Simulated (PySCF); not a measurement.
The vertical singlet excitations below were computed for one of the candidates. Computed with TDDFT wB97X-D/def2-SVPD, vertical, gas phase, core orbitals frozen in the response in PySCF 2.14.0, density-fitted response routines. Geometries: GFN2-xTB, one conformer each.

```
state  E (eV)       f  main configurations (H = HOMO, L = LUMO)
   S1    6.14  0.0000            H-1/H→L (50%), H-1/H→L+1 (50%)
   S2    6.38  0.0000            H-1/H→L (50%), H-1/H→L+1 (48%)
   S3    7.56  0.0001            H-1/H→L+1 (50%), H-1/H→L (48%)
   S4    7.58   0.038                          H-1/H→L+2 (≥93%)
   S5    7.59   0.039                          H-1/H→L+2 (≥93%)
   S6    8.18   1.176          H-1/H→L+1 (≥46%), H-1/H→L (≥46%)
   S7    8.87   0.023                          H-1/H→L+3 (≥90%)
   S8    8.88   0.023                          H-1/H→L+3 (≥90%)
```

Triplets computed (Tamm–Dancoff): 4.81, 5.08, 5.85 eV.

Orbital energies (eV): HOMO-3 -14.56, HOMO-2 -14.55, HOMO-1 -9.64, HOMO -9.63, LUMO 2.17, LUMO+1 2.18, LUMO+2 2.42.

Problem. Which structure fits?
A. `C1=CC1`
B. `C=C=C`
C. `C1[C@H]2C[C@@H]12`

Solution. B. Its S1, at 6.14 eV, is the lowest among the candidates; the nearest of the others has S1 at 6.46 eV. S1 is HOMO-1/HOMO→LUMO (50%), HOMO-1/HOMO→LUMO+1 (50%). Löwdin shares by element: HOMO (one of a set within 0.03 eV) carbon 86%; LUMO (one of a set within 0.03 eV) carbon 75%, hydrogen 6% or more (atoms not listed hold the other 19%). At the same level the other candidates give, for their lowest levels:
- `C1=CC1`: 6.46 eV (f 0.075); 6.59 eV (f 0.001); 7.49 eV (f 0.009); 7.69 eV (f 0.000); 7.98 eV (f 0.042); T1 4.18 eV; HOMO -9.10, LUMO 1.93 eV
- `C1[C@H]2C[C@@H]12`: 7.49 eV (f 0.000); 7.86 eV (f 0.035); 7.97 eV (f 0.091); 8.02 eV (f 0.000); 8.70 eV (f 0.062); T1 7.09 eV; HOMO -9.02, LUMO 2.76 eV

Orbitals of the list HOMO-3 to LUMO+2 that lie within 0.01 eV of each other are written together with a slash and their weights summed (≥ marks a lower bound); for degenerate orbitals outside that list single weights are arbitrary.
